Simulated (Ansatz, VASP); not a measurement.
**Two plane-wave programs on EuO (u2k)**

```
Eu O
1.0
     0.00000    2.57195    2.57195
     2.57195    0.00000    2.57195
     2.57195    2.57195    0.00000
Eu O
1 1
Direct
  0.00000 0.00000 0.00000
  0.50000 0.50000 0.50000
```

Alike in both runs: task single point; functional PBE; k mesh 6 × 6 × 6; occupations gaussian, width 0.1 eV; collinear spin; Hubbard terms Eu f U = 6.0 eV.

|  | VASP | Ansatz |
| --- | --- | --- |
| version | VASP 6.6.1 | Ansatz 0.2.0 |
| potentials or method | VASP PAW PBE potentials, release 64 (Eu, O) | scalar-relativistic, plane waves, PAW |
| plane-wave cutoff (eV) | 520 | 420 |
| valence electrons in the cell | 23 | 23 |

Ansatz gave:

| Item | Value |
| --- | --- |
| gap on the k mesh at the Fermi level (eV) | 0.29 |
| pressure (GPa) | 1.8 |
| net moment per atom (μB) | 3.50 |
| size of the moment on the site where the two differ most (μB) | 6.75 |

**Question.** Which values does VASP return?

**Answer.** gap on the k mesh at the Fermi level (eV): none; pressure (GPa): 1.2; net moment per atom (μB): 3.50; size of the moment on the site where the two differ most (μB): 6.72.

Site moments also hang on the region over which each program counts them. The programs project onto different local orbitals, so the same U acts differently. A gap of «none» marks a metal or a gap that the smearing closes.

Caveats: spin-orbit coupling is left out, which moves the levels of the heavy elements; a cell with one magnetic atom can't hold antiferromagnetic order, which such compounds often take. The state reached can hang on the start; a lower one may exist.
